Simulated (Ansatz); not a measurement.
Zinc-blende AlSb, treated with PBE-D3(BJ) (Ansatz, an electronic-structure program, plane waves, PAW).

Numerical settings: plane-wave cutoff 520 eV, 10×10×10 k mesh, scalar-relativistic PAW data made under PBE.

Computed at the level's own relaxed cell.

```
AlSb
1.0
    0.00000     3.07452     3.07452
    3.07452     0.00000     3.07452
    3.07452     3.07452     0.00000
Al Sb
1 1
Direct
  0.00000   0.00000   0.00000
  0.75000   0.75000   0.75000
```

Question: Give the elastic tensor (Voigt notation, GPa, ions relaxed, in the Cartesian axes of the cell as printed).

Answer: 
```
   81.2    40.9    40.9     0.0     0.0     0.0
   40.9    81.2    40.9     0.0     0.0     0.0
   40.9    40.9    81.2     0.0     0.0     0.0
    0.0     0.0     0.0    37.9     0.0     0.0
    0.0     0.0     0.0     0.0    37.9     0.0
    0.0     0.0     0.0     0.0     0.0    37.9
```

Measured, for comparison: elastic constant C11 87.7 GPa, elastic constant C12 43.4 GPa, elastic constant C44 40.8 GPa (temperature not stated, not corrected to a static lattice; as tabulated in Oses et al. (2018), arXiv:1811.08464). Computed (rounded) less measured: elastic constant C11 -7 %, elastic constant C12 -6 %, elastic constant C44 -7 %.

Note: the dispersion coefficients are held fixed in the derivatives.

The computed numbers hold no vibrational or temperature effects.
